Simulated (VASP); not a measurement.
A run of VASP 6.6.1:

File INCAR:

```
  ALGO = Normal
  EDIFF = 1E-7
  ENCUT = 520
  GGA = PE
  ISIF = 2
  ISMEAR = -1
  LASPH = T
  LCHARG = F
  LREAL = F
  LWAVE = F
  NBANDS = 35
  NELM = 100
  PREC = Accurate
  SIGMA = 0.05
```

File KPOINTS:

```
k-points
0
Gamma
  9 9 5
```

The input POSCAR:

```
SnO2
1.0
    0.0000000000     -2.5741500000     -2.5741500000
   -2.5741500000      0.0000000000     -2.5741500000
    2.5741500000      2.5741500000     -5.1483000000
Sn O
2 4
Direct
    0.5574086500      0.5723127400      0.4201002600
    0.0574086500      0.0723127400      0.9201002600
    0.0962956800      0.0888436300      0.6649498700
    0.5962956800      0.5888436300      0.1649498700
    0.3462956800      0.3388436300      0.9149498700
    0.8462956800      0.8388436300      0.4149498700
```

Potentials or basis: VASP PAW PBE potentials, release 64 (Sn_d, O).

Launch:

```sh
$ cat potpaw_PBE.64/Sn_d/POTCAR potpaw_PBE.64/O/POTCAR > POTCAR
$ mpirun -np 1 vasp_std > vasp.out
```

Hardware: 1 thread of AMD EPYC 9R45 96-Core Processor (Zen 5) (shared host).

**Question.** Estimate the wall time of this run.

**Answer.** It took 5.1 min on 1 thread of AMD EPYC 9R45 96-Core Processor (Zen 5) (shared host), peak memory 0.43 GiB. Counts: scf iterations 16, k points 203.
